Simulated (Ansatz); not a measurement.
# Point defect: Co vacancy in CoO

These are results of DFT PBE+U, scalar-relativistic, plane waves, PAW (Ansatz 0.2.0), not measurements. (420 eV cutoff, 2×2×2 k-mesh, shifted by half a step, Gaussian smearing of 0.01 eV, collinear spin, U_eff Co 3.32 eV on d shells)

Host crystal, relaxed:

```
CELL_PARAMETERS angstrom
1.63663 0.94491 5.28043
-1.63663 0.94491 5.28043
0.00000 -1.88982 5.28043
ATOMIC_POSITIONS crystal
Co 0.99948 0.99948 0.99948
Co 0.49948 0.49948 0.49948
O 0.37551 0.37551 0.37551
O 0.87551 0.87551 0.87551
```

Supercell of 28 atoms, rows in host cell vectors: 0 1 -2; 1 -2 0; -2 0 1. Atoms relax at the host's cell from a start displaced at random by 0.05 Å near the defect, so other minima may exist. The cell is small, so energies carry finite-size errors of tenths of an eV. The host's Kohn–Sham gap is 1.00 eV.

With moments and this functional the run may sit in a state above the lowest one.

Defect: Co vacancy, charge 0.

Command:

```bash
ansatz run input.yaml --threads 4 --pin off --max-ram 10240MiB --backend cpu --events-out ev --progress --plain --runs-dir out
```

The input:

```yaml
crystal:
  lattice:
    - [-1.6366330162, 4.7245525625, -5.2804304481]
    - [4.9098990487, -0.9449105125, -5.2804304481]
    - [-3.2732660325, -3.77964205, -5.2804304481]
  atoms:
    - { symbol: Co, position: [0.4290866788, 0.7148009645, 0.8576581074], spin: -2.64 }
    - { symbol: Co, position: [0.8576581074, 0.4290866788, 0.7148009645], spin: -2.64 }
    - { symbol: Co, position: [0.2862295359, 0.1433723931, 0.5719438217], spin: -2.64 }
    - { symbol: Co, position: [0.7148009645, 0.8576581074, 0.4290866788], spin: -2.64 }
    - { symbol: Co, position: [0.1433723931, 0.5719438217, 0.2862295359], spin: -2.64 }
    - { symbol: Co, position: [0.5719438217, 0.2862295359, 0.1433723931], spin: -2.64 }
    - { symbol: Co, position: [0.0005152502, 0.0005152502, 0.0005152502], spin: -2.64 }
    - { symbol: Co, position: [0.3576579416, 0.929086513, 0.2148007987], spin: 2.64 }
    - { symbol: Co, position: [0.7862293701, 0.6433722273, 0.0719436559], spin: 2.64 }
    - { symbol: Co, position: [0.2148007987, 0.3576579416, 0.929086513], spin: 2.64 }
    - { symbol: Co, position: [0.6433722273, 0.0719436559, 0.7862293701], spin: 2.64 }
    - { symbol: Co, position: [0.0719436559, 0.7862293701, 0.6433722273], spin: 2.64 }
    - { symbol: Co, position: [0.5005150844, 0.5005150844, 0.5005150844], spin: 2.64 }
    - { symbol: O, position: [0.0471019344, 0.333620031, 0.4829886959] }
    - { symbol: O, position: [0.481628056, 0.0530566274, 0.3387709131] }
    - { symbol: O, position: [0.9101994845, 0.7673423417, 0.1959137702] }
    - { symbol: O, position: [0.3387709131, 0.481628056, 0.0530566274] }
    - { symbol: O, position: [0.7673423417, 0.1959137702, 0.9101994845] }
    - { symbol: O, position: [0.1959137702, 0.9101994845, 0.7673423417] }
    - { symbol: O, position: [0.6244851988, 0.6244851988, 0.6244851988] }
    - { symbol: O, position: [0.5530565451, 0.8387708308, 0.9816279737] }
    - { symbol: O, position: [0.9816279737, 0.5530565451, 0.8387708308] }
    - { symbol: O, position: [0.4101994022, 0.2673422594, 0.695913688] }
    - { symbol: O, position: [0.8481318883, 0.984923068, 0.5614135231] }
    - { symbol: O, position: [0.2673422594, 0.695913688, 0.4101994022] }
    - { symbol: O, position: [0.7059764809, 0.40213641, 0.2754525246] }
    - { symbol: O, position: [0.1257261165, 0.1240457669, 0.1275228989] }
  host:
    lattice:
      - [1.6366330162, 0.9449105125, 5.2804304481]
      - [-1.6366330162, 0.9449105125, 5.2804304481]
      - [0.0, -1.889821025, 5.2804304481]
    atoms:
      - { symbol: Co, position: [0.9994847498, 0.9994847498, 0.9994847498] }
      - { symbol: Co, position: [0.4994849156, 0.4994849156, 0.4994849156] }
      - { symbol: O, position: [0.3755148012, 0.3755148012, 0.3755148012] }
      - { symbol: O, position: [0.8755148835, 0.8755148835, 0.8755148835] }
basis:
  ecutwfc: 420
  xc_grid: 2
kpoints:
  mp_grid: { grid: [2, 2, 2], shift: [0.5, 0.5, 0.5] }
hamiltonian:
  xc: pbe
  hubbard: { sites: [{ species: Co, l: d, u_eff: 3.32 }] }
scf:
  occupations: { method: gaussian, width: 0.01 }
output:
  forces: true
  stress: false
  eigenvalues: true
  populations: true
  charged_corrections: { defect_position: [0.92908651, 0.2148008, 0.35765794] }
  write_density: true
  write_potential: true
  elf: true
  volumetric_format: npy
magnetization:
  spin_polarized: true
relax:
  adjacent_minimum: "off"
  f_tol: 0.025
  max_steps: 45
```

From the output:

```
Warning: RAYON_NUM_THREADS=4 ignored (pool sized by the plan → 4); use --threads N
Crystal: 27 atoms, lattice volume = 342.974 Å³
Basis set: ecut = 420 eV, 6737 PW (Γ), exchange–correlation on 100×100×100 points (8 copies of the dense FFT grid, shifted against one another)
Bands: 204, of which v1, the nominal top of the filled ones, is band 153 counted from 1 (152 counted from 0)
Symmetry: 1 space group operations
Space group: P1 (ITA 1), of the structure as read, at distance tolerance 7.0e-5 Å
k-points: 4 of 8 (time reversal used)
relax step   1: F+E_penalty+E_count = -74553.77536609 eV  Δ(F+E_penalty+E_count) = +0.000e0 eV  max|allowed force component| = 1.584e0 eV/Å  Δτ_max = 0.0000 Å
relax step   2: F+E_penalty+E_count = -74554.44486568 eV  Δ(F+E_penalty+E_count) = -6.695e-1 eV  max|allowed force component| = 8.599e-1 eV/Å  Δτ_max = 0.1468 Å
relax step   3: F+E_penalty+E_count = -74554.77897976 eV  Δ(F+E_penalty+E_count) = -3.341e-1 eV  max|allowed force component| = 1.610e-1 eV/Å  Δτ_max = 0.1529 Å
relax step   4: F+E_penalty+E_count = -74554.79178319 eV  Δ(F+E_penalty+E_count) = -1.280e-2 eV  max|allowed force component| = 5.438e-2 eV/Å  Δτ_max = 0.0504 Å
relax step   5: F+E_penalty+E_count = -74554.79409703 eV  Δ(F+E_penalty+E_count) = -2.314e-3 eV  max|allowed force component| = 1.690e-2 eV/Å  Δτ_max = 0.0178 Å
SCF converged after 17 iterations
Free energy (F): -74554.794097 eV
E sigma→0 (E₀):  -74554.793171 eV
Fermi energy:    8.236470 eV
```

The relaxation gained 1.02 eV in 5 steps. It took 18 min on 4 threads of Arm Neoverse N1 (shared host), peak memory 2.7 GiB.